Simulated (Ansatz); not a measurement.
# Ni (P6_3/mmc) in Ansatz: equation of state

Aim: energy against volume of Ni in PBE, for its equilibrium volume and stiffness.

Everything below comes from runs of Ansatz 0.2.0. Logs are shortened: lines on timing, memory, paths and dates and some standing lists are left out, and cuts for length are marked.

## Step 1: Starting point

The structure is hexagonal, space group P6_3/mmc (No. 194). The conventional cell has a = 2.448 Å, b = 2.448 Å, c = 4.073 Å, α = 90.00°, β = 90.00°, γ = 120.00°. Ni (site symmetry -6m2) is surrounded by 12 Ni at 2.45 to 2.48 Å.

This isn't the form of Ni at room conditions, which is fcc.

## Step 2: Single point, PBE, collinear spin, ferromagnetic start, 9.93 Å³/atom (volume scaled by 0.94)

input.yaml reads:

```yaml
crystal:
  lattice:
    - [2.3980492245, 0.0, 0.0]
    - [-1.1990246123, 2.076771548, 0.0]
    - [0.0, 0.0, 3.989665719]
  atoms:
    - { symbol: Ni, position: [0.6666666667, 0.3333333333, 0.75], spin: 1.0 }
    - { symbol: Ni, position: [0.3333333333, 0.6666666667, 0.25], spin: 1.0 }
hamiltonian:
  xc: pbe
  pseudopotentials: { kind: paw }
magnetization:
  spin_polarized: true
kpoints:
  mp_grid: { grid: [12, 12, 7] }
scf:
  occupations: { method: fermi_dirac, width: 0.05 }
output:
  forces: true
  stress: true
  eigenvalues: true
  write_density: true
  write_potential: true
  elf: true
  volumetric_format: npy
```

Potentials or basis: Ansatz PAW.

Launch:

```
$ ansatz run input.yaml --threads 2 --pin off --max-ram 5120MiB --backend cpu --events-out ev --progress --plain --runs-dir out
```

What it wrote:

```text
Warning: RAYON_NUM_THREADS=2 ignored (pool sized by the plan → 2); use --threads N
Engine: ansatz 0.2.0, aarch64-unknown-linux-gnu
Pseudopotentials: kind: paw
Pseudopotential: Ni, paw, valence charge 18, recommended cutoff 420 eV (normal), Ni.paw.azcp
Functional definition: PBE
  parameter kappa = 0.804
  parameter beta = 0.06672455060314922
  exchange = pbe_x(kappa = kappa, mu = beta*pi^2/3)
  correlation = pbe_c(beta = beta)
Crystal: 2 atoms, lattice volume = 19.869 Å³
Basis set: ecut = 420 eV, 379 PW (Γ), exchange–correlation on 36×36×54 points (8 copies of the dense FFT grid, shifted against one another)
Bands: 23, of which v1, the nominal top of the filled ones, is band 18 counted from 1 (17 counted from 0)
Symmetry: 24 space group operations
Space group: P63/mmc (ITA 194), of the structure as read, at distance tolerance 2.7e-5 Å
Magnetic group: BNS 194.263 (UNI 1493), of the structure as read, at distance tolerance 2.7e-5 Å
k-points: 76 of 1008
Non-local potential: Ni, projectors of the file, l = 0: 3, l = 1: 2, l = 2: 3, l = 3: 1
PAW form: soft (Blöchl's): semilocal exchange-correlation on the pseudo side does not see the compensation charge
PAW one-centre angular grid: Ni, 590 points (default); XC on 64 Gauss nodes
Initial density: superposition of atomic densities (chi_scale 0.1, normalization cell)
Starting moments: Σ|m| = 2 μB on 2 of 2 sites
Initial wavefunctions: pseudopotential atomic-orbital guess
Functional: x = pbe(κ = 0.804, μ = 0.2195149727645171), c = pbe(β = 0.06672455060314922)
SCF iter   1: F=—  HF=-11677.543158 eV  |F-HF|=—  |Δ(HF+E_count)|=         —  Δρ=6.06e-2 (↑5.45e-2 ↓6.06e-2)  dr2=1.57e0  dr2_m=1.38e-2  M=1.682 μB ∫|m|=1.775 μB  β_m=0.30  ethr=3.10e-3  ⟨swp⟩=5.1  Hψ=12987  notcnv=0
Mixer restart at iter 1: flushing history
preconditioner: auto → none  [metal: Δε(μ)=0.007 eV  Ē_g=10.169 eV  σ=0.050 eV  W_gap=0.03  n_scr=2 (ndim 8)  ℏωp=37.3 eV  f_vac=0.000  D(μ)=3.14/eV (n_scr^D=42)  sad-step TF]
SCF iter   2: F=—  HF=-11677.289843 eV  |F-HF|=—  |Δ(HF+E_count)|=   2.53e-1  Δρ=1.31e-2 (↑1.27e-2 ↓1.31e-2)  dr2=2.71e-2  dr2_m=9.29e-3  M=1.627 μB ∫|m|=1.731 μB  β_m=0.29  ethr=3.10e-3  ⟨swp⟩=2.8  Hψ=6723  notcnv=0  defer=25
SCF iter   3: F=—  HF=-11677.941403 eV  |F-HF|=—  |Δ(HF+E_count)|=   6.52e-1  Δρ=1.92e-2 (↑1.12e-2 ↓1.92e-2)  dr2=4.66e-2  dr2_m=1.29e-2  M=1.561 μB ∫|m|=1.677 μB  β_m=0.29  ethr=7.53e-5  ⟨swp⟩=2.2  Hψ=5932  notcnv=0  defer=25
SCF iter   4: F=—  HF=-11678.722958 eV  |F-HF|=—  |Δ(HF+E_count)|=   7.82e-1  Δρ=2.13e-2 (↑6.18e-3 ↓2.13e-2)  dr2=4.63e-2  dr2_m=2.54e-2  M=1.449 μB ∫|m|=1.583 μB  β_m=0.09  ethr=7.53e-5  ⟨swp⟩=2.8  Hψ=6952  notcnv=0  defer=25
SCF iter   5: F=—  HF=-11678.626643 eV  |F-HF|=—  |Δ(HF+E_count)|=   9.63e-2  Δρ=7.00e-3 (↑7.00e-3 ↓6.11e-3)  dr2=5.47e-3  dr2_m=5.63e-3  M=1.485 μB ∫|m|=1.613 μB  β_m=0.37  ethr=7.53e-5  ⟨swp⟩=2.0  Hψ=5312  notcnv=0  defer=25
SCF iter   6: F=—  HF=-11679.218346 eV  |F-HF|=—  |Δ(HF+E_count)|=   5.92e-1  Δρ=7.29e-3 (↑3.52e-3 ↓7.29e-3)  dr2=2.25e-3  dr2_m=5.10e-3  M=1.307 μB ∫|m|=1.458 μB  β_m=0.34  ethr=1.52e-5  ⟨swp⟩=2.6  Hψ=7525  notcnv=0  defer=25
SCF iter   7: F=—  HF=-11679.252224 eV  |F-HF|=—  |Δ(HF+E_count)|=   3.39e-2  Δρ=5.40e-3 (↑3.45e-3 ↓5.40e-3)  dr2=7.24e-4  dr2_m=3.49e-3  M=1.272 μB ∫|m|=1.427 μB  β_m=0.67  ethr=6.25e-6  ⟨swp⟩=2.0  Hψ=6263  notcnv=0  defer=30
SCF iter   8: F=—  HF=-11679.264903 eV  |F-HF|=—  |Δ(HF+E_count)|=   1.27e-2  Δρ=1.22e-3 (↑1.22e-3 ↓1.01e-3)  dr2=7.87e-6  dr2_m=2.23e-4  M=1.242 μB ∫|m|=1.399 μB  β_m=0.60  ethr=2.01e-6  ⟨swp⟩=2.1  Hψ=6743  notcnv=0  defer=30
SCF iter   9: F=—  HF=-11679.265072 eV  |F-HF|=—  |Δ(HF+E_count)|=   1.69e-4  Δρ=7.75e-4 (↑5.08e-4 ↓7.75e-4)  dr2=9.41e-6  dr2_m=7.44e-5  M=1.237 μB ∫|m|=1.393 μB  β_m=0.80  ethr=2.19e-8  ⟨swp⟩=1.8  Hψ=4850  notcnv=0  defer=30
SCF iter  10: F=—  HF=-11679.265057 eV  |F-HF|=—  |Δ(HF+E_count)|=   1.47e-5  Δρ=4.37e-4 (↑1.01e-4 ↓4.37e-4)  dr2=2.75e-5  dr2_m=7.99e-6  M=1.234 μB ∫|m|=1.389 μB  β_m=0.88  ethr=2.19e-8  ⟨swp⟩=2.1  Hψ=6341  notcnv=0  defer=30
SCF iter  11: F=—  HF=-11679.265080 eV  |F-HF|=—  |Δ(HF+E_count)|=   2.32e-5  Δρ=8.24e-5 (↑2.40e-5 ↓8.24e-5)  dr2=1.17e-6  dr2_m=2.23e-7  M=1.235 μB ∫|m|=1.390 μB  β_m=0.89  ethr=2.19e-8  ⟨swp⟩=2.3  Hψ=5951  notcnv=0  defer=30
SCF iter  12: F=—  HF=-11679.265081 eV  |F-HF|=—  |Δ(HF+E_count)|=   1.27e-6  Δρ=1.97e-5 (↑4.62e-6 ↓1.97e-5)  dr2=6.22e-8  dr2_m=1.40e-8  M=1.235 μB ∫|m|=1.390 μB  β_m=0.95  ethr=3.26e-9  ⟨swp⟩=2.0  Hψ=4879  notcnv=0  defer=30
SCF iter  13: F=—  HF=-11679.265082 eV  |F-HF|=—  |Δ(HF+E_count)|=   4.44e-8  Δρ=5.18e-6 (↑1.54e-6 ↓5.18e-6)  dr2=4.88e-9  dr2_m=7.18e-10  M=1.235 μB ∫|m|=1.390 μB  β_m=0.95  ethr=1.73e-10  ⟨swp⟩=2.1  Hψ=4945  notcnv=0  defer=30
SCF iter  14: F=-11679.265082 eV  HF=-11679.265082 eV  |F-HF|=2.07e-10  |Δ(HF+E_count)|=  6.04e-10  Δρ=1.38e-6 (↑3.50e-7 ↓1.38e-6)  dr2=3.24e-10  dr2_m=6.77e-11  M=1.235 μB ∫|m|=1.390 μB  ethr=1.36e-11  ⟨swp⟩=6.5  Hψ=20507  notcnv=0
SCF 1 converged in 14 iterations: F = -11679.265082 eV  dr2 = 3.24e-10
SCF converged after 14 iterations
Magnetization: 1.2352 μB (18.6176 up, 17.3824 down)
Absolute magnetization: 1.3920 μB (∫|ρ↑−ρ↓|, with the PAW one-centre terms)
Spin contamination: 0.0112 ħ² per cell (⟨S²⟩ above its minimum at these occupations)
Per-site moments (μB) at R_I (Å): [(0.6520593496897592, 0.9891953051199267), (0.6520593496897594, 0.9891953051199267)]
Free energy (F): -11679.265082 eV
Harris-Foulkes:  -11679.265082 eV  (|F-HF|=2.07e-10)
Internal energy: -11679.232115 eV  (E = F + TS)
E sigma→0 (E₀):  -11679.248598 eV
Entropy (-TS):   -0.032967 eV (-16.483 meV/atom)
Fermi energy:    20.378354 eV
--- Per-component energies (eV) ---
  E_band       = -497.376499
  E_kinetic    = 568.254874
  E_local      = -6573.399747  (includes V_loc(G=0)·N_el)
  E_nonlocal   = 1269.844661
  E_hartree    = 2753.214817
  E_xc         = -171.519612
  E_vxc        = -221.310158  (∫ρ·V_xc dr)
  E_paw        = -3257.803846  (= ΣΔE_a)
  E_vpaw       = -1047.198844  (= ΣTr[D̂ρ^β])
  E_aug_tail   = 0.001184  (compensation charges beyond the density's cutoff)
  E_ewald      = -6267.824446
  E_smearing   = -0.032967  (= −TS)
  E_closure    = -0.000000  (closes the sum)
  Σ components = -11679.265082   (vs F -11679.265082, Δ=0.00e0)
--- Forces (eV/Å), atoms counted from 1 ---
  atom   1  Ni     0.00000000    -0.00000000     0.00000000
  atom   2  Ni     0.00000000     0.00000000     0.00000000
  max |Σ_I F_I| component: 1.85e-17 eV/Å
--- Stress (GPa, compression-positive) ---
       25.324622       0.000000       0.000000
        0.000000      25.324622       0.000000
        0.000000       0.000000      20.595824
  P = ⅓ Tr σ = 23.7484 GPa (237.484 kbar)
--- Band table (eV; the first three rows and the last of 152) ---
  k-point 0 ↑: bands = ["-83.4568", "-83.4102", "-43.9289", "-43.7199", "-43.7199", "-43.6812", "-43.6812", "-43.6392", "10.5774", "14.9192", "17.5928", "17.7663", "17.7663", "18.0619", "18.0619", "18.6296", "18.6296", "19.5861", "19.6646", "19.6646", "26.3717", "43.7324", "46.1411"]
  k-point 1 ↑: bands = ["-83.4545", "-83.4125", "-43.9147", "-43.7179", "-43.7179", "-43.6831", "-43.6831", "-43.6537", "10.7854", "14.8222", "17.5424", "17.7336", "17.7336", "18.0162", "18.0162", "18.7302", "18.7302", "18.8947", "19.6471", "19.6471", "27.5352", "43.5048", "44.4350"]
  k-point 2 ↑: bands = ["-83.4480", "-83.4190", "-43.8750", "-43.7126", "-43.7126", "-43.6943", "-43.6885", "-43.6885", "11.3925", "14.3878", "17.4140", "17.6920", "17.6920", "17.8224", "17.9053", "17.9053", "18.9613", "18.9613", "19.5791", "19.5791", "30.1516", "40.5709", "43.9809"]
  k-point 75 ↓: bands = ["-82.5719", "-82.5719", "-43.1140", "-43.1140", "-43.0789", "-43.0601", "-42.9206", "-42.9206", "16.9084", "16.9729", "16.9729", "17.0082", "17.8014", "17.8014", "19.0539", "19.2910", "20.4427", "20.4427", "26.4798", "26.4798", "27.5173", "28.8409", "30.6027"]
```

Wall time 3.5 s (2 threads of Arm Neoverse V2, shared host); peak memory 0.34 GiB.

Results:

```
Free energy            : -11679.2651 eV
Pressure               : 23.7 GPa
Band gap on the k mesh : none (metal or under the smearing width)
Net moment             : 1.24 μB per cell
Absolute moment        : 1.39 μB per cell
Site moments           : Ni +0.65 μB
```

## Step 3: Single point, PBE, collinear spin, ferromagnetic start, 10.15 Å³/atom (volume scaled by 0.96)

input.yaml, as its differences from that of step 2:

```diff
@@ -2,5 +2,5 @@
   lattice:
-    - [2.3980492245, 0.0, 0.0]
-    - [-1.1990246123, 2.076771548, 0.0]
-    - [0.0, 0.0, 3.989665719]
+    - [2.4149374515, 0.0, 0.0]
+    - [-1.2074687258, 2.0913971816, 0.0]
+    - [0.0, 0.0, 4.0177628822]
   atoms:
@@ -21,5 +21 @@
   eigenvalues: true
-  write_density: true
-  write_potential: true
-  elf: true
-  volumetric_format: npy
```

Potentials or basis: Ansatz PAW.

Launch:

```
$ ansatz run input.yaml --threads 2 --pin off --max-ram 5120MiB --backend cpu --events-out ev --progress --plain --runs-dir out
```

It took 2.9 s on 2 threads of Arm Neoverse V2, shared host; peak memory 0.34 GiB.

It converged, with:

```yaml
Free_energy: -11679.3195 eV
Pressure: 17.6 GPa
Band_gap_on_the_k_mesh: none (metal or under the smearing width)
Net_moment: 1.26 μB per cell
Absolute_moment: 1.42 μB per cell
Site_moments: Ni +0.66 μB
```

## Step 4: Single point, PBE, collinear spin, ferromagnetic start, 10.36 Å³/atom (volume scaled by 0.98)

input.yaml, as its differences from that of step 3:

```diff
@@ -2,5 +2,5 @@
   lattice:
-    - [2.4149374515, 0.0, 0.0]
-    - [-1.2074687258, 2.0913971816, 0.0]
-    - [0.0, 0.0, 4.0177628822]
+    - [2.4315927189, 0.0, 0.0]
+    - [-1.2157963594, 2.1058210663, 0.0]
+    - [0.0, 0.0, 4.0454724674]
   atoms:
```

Launch:

```
$ ansatz run input.yaml --threads 2 --pin off --max-ram 5120MiB --backend cpu --events-out ev --progress --plain --runs-dir out
```

Run time: 2.9 s. Hardware: 2 threads of Arm Neoverse V2, shared host; peak memory 0.34 GiB.

Results (log left out):

| Property | Result |
| --- | --- |
| Free energy | -11679.3587 eV |
| Pressure | 12.2 GPa |
| Band gap on the k mesh | none (metal or under the smearing width) |
| Net moment | 1.28 μB per cell |
| Absolute moment | 1.45 μB per cell |
| Site moments | Ni +0.68 μB |

## Step 5: Single point, PBE, collinear spin, ferromagnetic start, 10.57 Å³/atom

input.yaml, as its differences from that of step 4:

```diff
@@ -2,5 +2,5 @@
   lattice:
-    - [2.4315927189, 0.0, 0.0]
-    - [-1.2157963594, 2.1058210663, 0.0]
-    - [0.0, 0.0, 4.0454724674]
+    - [2.4480228978, 0.0, 0.0]
+    - [-1.2240114489, 2.1200500186, 0.0]
+    - [0.0, 0.0, 4.07280757]
   atoms:
@@ -21 +21,5 @@
   eigenvalues: true
+  write_density: true
+  write_potential: true
+  elf: true
+  volumetric_format: npy
```

Launch:

```
$ ansatz run input.yaml --threads 2 --pin off --max-ram 5120MiB --backend cpu --events-out ev --progress --plain --runs-dir out
```

It took 3.3 s on 2 threads of Arm Neoverse V2, shared host; peak memory 0.35 GiB.

Results (log left out):

```
Free energy            : -11679.3843 eV
Pressure               : 7.3 GPa
Band gap on the k mesh : none (metal or under the smearing width)
Net moment             : 1.30 μB per cell
Absolute moment        : 1.47 μB per cell
Site moments           : Ni +0.69 μB
```

## Step 6: Single point, PBE, collinear spin, ferromagnetic start, 10.78 Å³/atom (volume scaled by 1.02)

input.yaml, as its differences from that of step 5:

```diff
@@ -2,5 +2,5 @@
   lattice:
-    - [2.4480228978, 0.0, 0.0]
-    - [-1.2240114489, 2.1200500186, 0.0]
-    - [0.0, 0.0, 4.07280757]
+    - [2.4642354424, 0.0, 0.0]
+    - [-1.2321177212, 2.1340904941, 0.0]
+    - [0.0, 0.0, 4.0997805916]
   atoms:
```

Potentials or basis: Ansatz PAW.

Launch:

```
$ ansatz run input.yaml --threads 2 --pin off --max-ram 5120MiB --backend cpu --events-out ev --progress --plain --runs-dir out
```

Wall time 3.5 s (2 threads of Arm Neoverse V2, shared host); peak memory 0.35 GiB.

The run converged. Its results:

```
Free energy            : -11679.3976 eV
Pressure               : 2.9 GPa
Band gap on the k mesh : none (metal or under the smearing width)
Net moment             : 1.32 μB per cell
Absolute moment        : 1.49 μB per cell
Site moments           : Ni +0.70 μB
```

## Step 7: Single point, PBE, collinear spin, ferromagnetic start, 10.99 Å³/atom (volume scaled by 1.04)

input.yaml, as its differences from that of step 6:

```diff
@@ -2,5 +2,5 @@
   lattice:
-    - [2.4642354424, 0.0, 0.0]
-    - [-1.2321177212, 2.1340904941, 0.0]
-    - [0.0, 0.0, 4.0997805916]
+    - [2.4802374197, 0.0, 0.0]
+    - [-1.2401187098, 2.1479486129, 0.0]
+    - [0.0, 0.0, 4.1264032895]
   atoms:
```

Launch:

```
$ ansatz run input.yaml --threads 2 --pin off --max-ram 5120MiB --backend cpu --events-out ev --progress --plain --runs-dir out
```

Run time: 3.7 s. Hardware: 2 threads of Arm Neoverse V2, shared host; peak memory 0.35 GiB.

The run converged. Its results:

* Free energy: -11679.4001 eV
* Pressure: -1.0 GPa
* Band gap on the k mesh: none (metal or under the smearing width)
* Net moment: 1.33 μB per cell
* Absolute moment: 1.51 μB per cell
* Site moments: Ni +0.70 μB

[end of part 1 of 2]
